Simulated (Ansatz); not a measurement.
**BAs, element substitutions**

The reference is BAs in the zinc blende structure (space group F-43m, No. 216).

BAs is modelled in the cubic space group F-43m (No. 216), the zinc blende structure, Pearson symbol cF8. Lattice parameters: a = 4.7679 Å, b = 4.7679 Å, c = 4.7679 Å, α = 90.00°, β = 90.00°, γ = 90.00°. As on 4c is coordinated by 4 B at 2.065 Å (tetrahedral). B on 4a is surrounded by 4 As at 2.065 Å (tetrahedral). (Neighbours: up to the widest gap in distance over summed covalent radii, below 1.35, at either atom.)
(The calculation used a cell of 2 atoms; values per cell refer to that cell.)

Each row replaces one element on all its sites; cell and atoms are relaxed.

Levels (all Ansatz, a program for electronic structure, PAW): PBEsol (420 eV, no spin-orbit coupling); r2SCAN (500 eV, without spin-orbit coupling).

Band gaps by level, all at the geometries relaxed with PBEsol:

| case | PBEsol | r2SCAN |
|---|---|---|
| base | 1.08 eV | 1.37 eV |
| As → P | 1.11 eV | 1.40 eV |
| As → Au | zero | zero |
| As → Ga | zero | zero |

Single points use the geometry relaxed with PBEsol. Stability against distortions was not tested. As relaxed here, AuB and GaB are hypothetical phases, not in the database extracts checked. All final runs are without spin polarisation.
